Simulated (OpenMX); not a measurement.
Zn in OpenMX: the effect of volume scale

Crystal: Zn.

```xyz
2
Lattice="2.5586 0.0000 0.0000 -1.2793 2.2158 0.0000 0.0000 0.0000 4.7588" Properties=species:S:1:pos:R:3 pbc="T T T"
Zn    1.2793    0.7386    3.5691
Zn    0.0000    1.4772    1.1897
```

Alike in all runs:

| Item | Value |
| --- | --- |
| Program | OpenMX 3.8.5 |
| Task | single point |
| Functional | PBE |
| Potentials or basis | OpenMX 2013 PBE set, Zn6.0H-s3p2d2, grid cutoff 500 Ry |
| k mesh | 9 × 9 × 5 |
| Occupations | fermi-dirac, width 0.05 eV |
| Spin | no spin polarisation |

Task: One run gave: pressure 1.0 GPa. Which volume scale did it use?
A. 1.04
B. 1.08
C. 0.96
D. 1
E. 0.88

Result: D.

```tsv
volume scale	pressure (GPa)
0.88	14.5
0.92	8.8
0.96	4.5
1	1.0
1.04	-1.7
1.08	-3.6
```

Caveats: the basis of atomic orbitals isn't converged, which shifts pressures, moduli and gaps.
